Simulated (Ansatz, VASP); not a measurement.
SiS2: VASP beside Ansatz

```
Si S
1.0
    -2.87469    4.91045    2.77435
     2.87469   -4.91045    2.77435
     2.87469    4.91045   -2.77435
Si S
2 4
Direct
  0.75000 0.75000 0.00000
  0.25000 0.25000 0.00000
  0.88475 0.79856 0.68331
  0.11525 0.20144 0.31669
  0.61525 0.29857 0.91382
  0.38475 0.70144 0.08618
```

The cell comes from a database or a generator and needn't be the stable form of this composition.

Alike in both runs: task single point; functional PBE; k mesh 4 × 4 × 4; occupations gaussian, width 0.1 eV; no spin polarisation.

|  | VASP | Ansatz |
| --- | --- | --- |
| version | VASP 6.6.1 | Ansatz 0.2.0 |
| potentials or method | VASP PAW PBE potentials, release 64 (Si, S) | scalar-relativistic, plane waves, PAW |
| plane-wave cutoff (eV) | 520 | 420 |
| valence electrons in the cell | 32 | 32 |

VASP gave:

| Property | Result |
| --- | --- |
| gap on the k mesh at the Fermi level (eV) | 3.00 |
| least direct gap on the mesh (eV) | 3.19 |
| pressure (GPa) | 1.7 |
| largest component of the traceless stress (GPa) | 0.05 |
| rms of the force components (eV/Å) | 0.132 |

Question: Which values does Ansatz return?

Answer: gap on the k mesh at the Fermi level (eV): 2.98; least direct gap on the mesh (eV): 3.18; pressure (GPa): 2.0; largest component of the traceless stress (GPa): 0.11; rms of the force components (eV/Å): 0.156.

Atom by atom the forces differ by 0.024 eV/Å (rms over components).

A k mesh can miss the band edges. A hybrid or GW would open this gap; PBE tends to underestimate it.
